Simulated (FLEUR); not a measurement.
Here is a FLEUR MaX-R8.1 (later development tree) calculation.

inp.xml

```xml
<?xml version="1.0" encoding="UTF-8" standalone="no"?>
<fleurInput fleurInputVersion="0.39">
   <comment>
      Sb                                                                                                  
   </comment>
   <calculationSetup>
      <cutoffs Kmax="4.1" Gmax="12.7" GmaxXC="12.7" numbands="0"/>
      <scfLoop itmax="80" minDistance="0.0001" maxIterBroyd="30" imix="Anderson" alpha="0.05" precondParam="0.0" spinf="2.0" sdNocoIR="T"/>
      <coreElectrons ctail="F" frcor="F" kcrel="0" coretail_lmax="0"/>
      <xcFunctional name="LibXC" relativisticCorrections="F">
         <LibXCName exchange="mgga_x_scan" correlation="mgga_c_scan"/>
         <AuxGGA exchange="117" correlation="130"/>
      </xcFunctional>
      <magnetism jspins="1"/>
      <soc l_soc="F" theta="0.0" phi="0.0" spav="F"/>
      <expertModes spex="0" secvar="F"/>
      <geometryOptimization l_f="F" forcealpha="1.0" forcemix="BFGS" epsdisp="0.00001" epsforce="0.00001"/>
      <ldaU l_linMix="F" mixParam="0.05" spinf="1.0"/>
   </calculationSetup>
   <cell>
      <bzIntegration valenceElectrons="21.0" mode="hist" fermiSmearingEnergy="0.00183747">
         <kPointListSelection listName="default-1"/>
         <!-- k-points included here -->
         <xi:include xmlns:xi="http://www.w3.org/2001/XInclude" href="kpts.xml"> </xi:include>
      </bzIntegration>
      <!-- symmetry operations included here -->
      <xi:include xmlns:xi="http://www.w3.org/2001/XInclude" href="sym.xml"> </xi:include>
      <bulkLattice scale="1.0">
         <bravaisMatrix>
            <row-1>   -2.9792291704857377     2.9792291704857377     5.1248209019343527</row-1>
            <row-2>    2.9792291704857377    -2.9792291704857377     5.1248209019343527</row-2>
            <row-3>    2.9792291704857377     2.9792291704857377    -5.1248209019343527</row-3>
         </bravaisMatrix>
      </bulkLattice>
   </cell>
   <atomSpecies>
      <species name="Antimony (Sb)" element="Sb" atomicNumber="51">
         <mtSphere radius="2.66" gridPoints="879" logIncrement="0.015"/>
         <atomicCutoffs lmax="10" lnonsphr="10"/>
         <electronConfig flipSpins="F">
            <coreConfig>(1s1/2) (2s1/2) (2p1/2) (2p3/2) (3s1/2) (3p1/2) (3p3/2) (4s1/2) (3d3/2) (3d5/2)</coreConfig>
            <valenceConfig>(4p1/2) (4p3/2) (5s1/2) (4d3/2) (4d5/2) (5p1/2) (5p3/2)</valenceConfig>
            <stateOccupation state="(5p1/2)" spinUp="0.500000" spinDown="0.500000"/>
            <stateOccupation state="(5p3/2)" spinUp="1.000000" spinDown="1.000000"/>
         </electronConfig>
         <energyParameters s="5" p="5" d="5" f="4"/>
         <lo type="SCLO" l="1" n="4" eDeriv="0"/>
         <lo type="SCLO" l="1" n="4" eDeriv="1"/>
         <lo type="SCLO" l="2" n="4" eDeriv="0"/>
         <lo type="SCLO" l="2" n="4" eDeriv="1"/>
         <lo type="SCLO" l="0" n="5" eDeriv="2"/>
         <lo type="SCLO" l="3" n="4" eDeriv="2"/>
      </species>
   </atomSpecies>
   <atomGroups>
      <atomGroup species="Antimony (Sb)">
         <relPos label="                   1">.0000000000 .0000000000 .0000000000</relPos>
         <force calculate="T" relaxXYZ="TTT"/>
      </atomGroup>
   </atomGroups>
   <output dos="F" band="F" slice="F">
      <checks vchk="F" cdinf="F"/>
      <bandDOS minEnergy="-.5*Htr" maxEnergy="0.5*Htr" sigma="0.015" storeEVData="T"/>
      <vacuumDOS vacdos="F" integ="F" star="F" nstars="0" locx1="0.0" locy1="0.0" locx2="0.0" locy2="0.0" nstm="0" tworkf="0.0"/>
      <unfoldingBand unfoldBand="F" supercellX="1" supercellY="1" supercellZ="1"/>
      <plotting iplot="0" polar="F">
         <plot TwoD="T" vec1="  1.0  0.0  0.0" vec2="  0.0  1.0  0.0" vec3="  0.0  0.0  1.0" zero="  0.0  0.0  0.0" file="plot"/>
      </plotting>
      <chargeDensitySlicing numkpt="0" minEigenval="0.0" maxEigenval="0.0" nnne="0" pallst="F"/>
      <specialOutput eonly="F"/>
      <moessbauerParams electricFieldGradient="T" isomerShift="T" coreHyperfine="T" valenceHyperfine="T"/>
      <magneticCircularDichroism mcd="F" energyLo="-10.0" energyUp="0.0"/>
   </output>
  <!-- We include the file relax.xml here to enable relaxations (see documentation) -->
  <xi:include xmlns:xi="http://www.w3.org/2001/XInclude" href="relax.xml"> <xi:fallback/> </xi:include>
</fleurInput>
```

Contents of crystal.txt:

```
Sb
&input cartesian=F /
-1.5765401831  1.5765401831  2.7119384313
1.5765401831  -1.5765401831  2.7119384313
1.5765401831  1.5765401831  -2.7119384313
1.8897261246
1.0 1.0 1.0

1
51 0.0000000000  0.0000000000  0.0000000000

&kpt div1=12 div2=12 div3=12 gamma=T /
```

Contents of inp.xml (bands):

```
<?xml version="1.0" encoding="UTF-8" standalone="no"?>
<fleurInput fleurInputVersion="0.39">
   <comment>
      Sb                                                                                                  
   </comment>
   <calculationSetup>
      <cutoffs Kmax="4.1" Gmax="12.7" GmaxXC="12.7" numbands="0"/>
      <scfLoop itmax="80" minDistance="0.0001" maxIterBroyd="30" imix="Anderson" alpha="0.05" precondParam="0.0" spinf="2.0" sdNocoIR="T"/>
      <coreElectrons ctail="F" frcor="F" kcrel="0" coretail_lmax="0"/>
      <xcFunctional name="LibXC" relativisticCorrections="F">
         <LibXCName exchange="mgga_x_scan" correlation="mgga_c_scan"/>
         <AuxGGA exchange="117" correlation="130"/>
      </xcFunctional>
      <magnetism jspins="1"/>
      <soc l_soc="F" theta="0.0" phi="0.0" spav="F"/>
      <expertModes spex="0" secvar="F"/>
      <geometryOptimization l_f="F" forcealpha="1.0" forcemix="BFGS" epsdisp="0.00001" epsforce="0.00001"/>
      <ldaU l_linMix="F" mixParam="0.05" spinf="1.0"/>
   </calculationSetup>
   <cell>
      <bzIntegration valenceElectrons="21.0" mode="hist" fermiSmearingEnergy="0.00183747">
         <kPointListSelection listName="path-1"/>
         <!-- k-points included here -->
         <xi:include xmlns:xi="http://www.w3.org/2001/XInclude" href="kpts.xml"> </xi:include>
      </bzIntegration>
      <!-- symmetry operations included here -->
      <xi:include xmlns:xi="http://www.w3.org/2001/XInclude" href="sym.xml"> </xi:include>
      <bulkLattice scale="1.0">
         <bravaisMatrix>
            <row-1>   -2.9792291704857377     2.9792291704857377     5.1248209019343527</row-1>
            <row-2>    2.9792291704857377    -2.9792291704857377     5.1248209019343527</row-2>
            <row-3>    2.9792291704857377     2.9792291704857377    -5.1248209019343527</row-3>
         </bravaisMatrix>
      </bulkLattice>
   </cell>
   <atomSpecies>
      <species name="Antimony (Sb)" element="Sb" atomicNumber="51">
         <mtSphere radius="2.66" gridPoints="879" logIncrement="0.015"/>
         <atomicCutoffs lmax="10" lnonsphr="10"/>
         <electronConfig flipSpins="F">
            <coreConfig>(1s1/2) (2s1/2) (2p1/2) (2p3/2) (3s1/2) (3p1/2) (3p3/2) (4s1/2) (3d3/2) (3d5/2)</coreConfig>
            <valenceConfig>(4p1/2) (4p3/2) (5s1/2) (4d3/2) (4d5/2) (5p1/2) (5p3/2)</valenceConfig>
            <stateOccupation state="(5p1/2)" spinUp="0.500000" spinDown="0.500000"/>
            <stateOccupation state="(5p3/2)" spinUp="1.000000" spinDown="1.000000"/>
         </electronConfig>
         <energyParameters s="5" p="5" d="5" f="4"/>
         <lo type="SCLO" l="1" n="4" eDeriv="0"/>
         <lo type="SCLO" l="1" n="4" eDeriv="1"/>
         <lo type="SCLO" l="2" n="4" eDeriv="0"/>
         <lo type="SCLO" l="2" n="4" eDeriv="1"/>
         <lo type="SCLO" l="0" n="5" eDeriv="2"/>
         <lo type="SCLO" l="3" n="4" eDeriv="2"/>
      </species>
   </atomSpecies>
   <atomGroups>
      <atomGroup species="Antimony (Sb)">
         <relPos label="                   1">.0000000000 .0000000000 .0000000000</relPos>
         <force calculate="T" relaxXYZ="TTT"/>
      </atomGroup>
   </atomGroups>
   <output dos="F" band="T" slice="F">
      <checks vchk="F" cdinf="F"/>
      <bandDOS minEnergy="-.5*Htr" maxEnergy="0.5*Htr" sigma="0.015" storeEVData="T"/>
      <vacuumDOS vacdos="F" integ="F" star="F" nstars="0" locx1="0.0" locy1="0.0" locx2="0.0" locy2="0.0" nstm="0" tworkf="0.0"/>
      <unfoldingBand unfoldBand="F" supercellX="1" supercellY="1" supercellZ="1"/>
      <plotting iplot="0" polar="F">
         <plot TwoD="T" vec1="  1.0  0.0  0.0" vec2="  0.0  1.0  0.0" vec3="  0.0  0.0  1.0" zero="  0.0  0.0  0.0" file="plot"/>
      </plotting>
      <chargeDensitySlicing numkpt="0" minEigenval="0.0" maxEigenval="0.0" nnne="0" pallst="F"/>
      <specialOutput eonly="F"/>
      <moessbauerParams electricFieldGradient="T" isomerShift="T" coreHyperfine="T" valenceHyperfine="T"/>
      <magneticCircularDichroism mcd="F" energyLo="-10.0" energyUp="0.0"/>
   </output>
  <!-- We include the file relax.xml here to enable relaxations (see documentation) -->
  <xi:include xmlns:xi="http://www.w3.org/2001/XInclude" href="relax.xml"> <xi:fallback/> </xi:include>
</fleurInput>
```

Potentials or basis: all-electron, FLAPW.

Launch:

```bash
$ inpgen -f crystal.txt -profile fastHighL
$ # inp.xml edited to the form shown
$ fleur_MPI
$ fleur_MPI   # second run, on inp.xml (bands)
```

Task: Predict the band gap along the path.

Result: None (metal or under the smearing width).

Levels at the corners of the path, in eV from the Fermi level:
```csv
point,band 9,band 10,band 11,band 12,band 13,band 14
Γ,-13.59,4.80,5.62,5.62,10.47,11.22
X,-6.93,-4.66,-1.08,0.61,3.87,4.66
Y,-7.59,-3.63,-2.40,-1.84,7.88,9.23
S,-8.78,-4.22,-4.16,3.83,8.01,15.62
Γ,-13.59,4.80,5.62,5.62,10.47,11.22
Z,-9.66,-6.02,2.15,2.15,6.39,6.77
S1,-8.78,-4.22,-4.16,3.83,8.01,15.62
N,-9.55,-6.09,1.82,5.59,6.64,11.21
P,-6.84,-3.34,-3.34,-0.60,7.42,9.29
Y1,-7.59,-3.63,-2.40,-1.84,7.88,9.23
Z,-9.66,-6.02,2.15,2.15,6.39,6.77
X,-6.93,-4.66,-1.08,0.61,3.87,4.66
P,-6.84,-3.34,-3.34,-0.60,7.42,9.29
```

Caveat: the meta-GGA is that of a development version, with a GGA for the radial functions and cores and without core tails; spin-orbit coupling is left out, which moves the levels of the heavy elements.
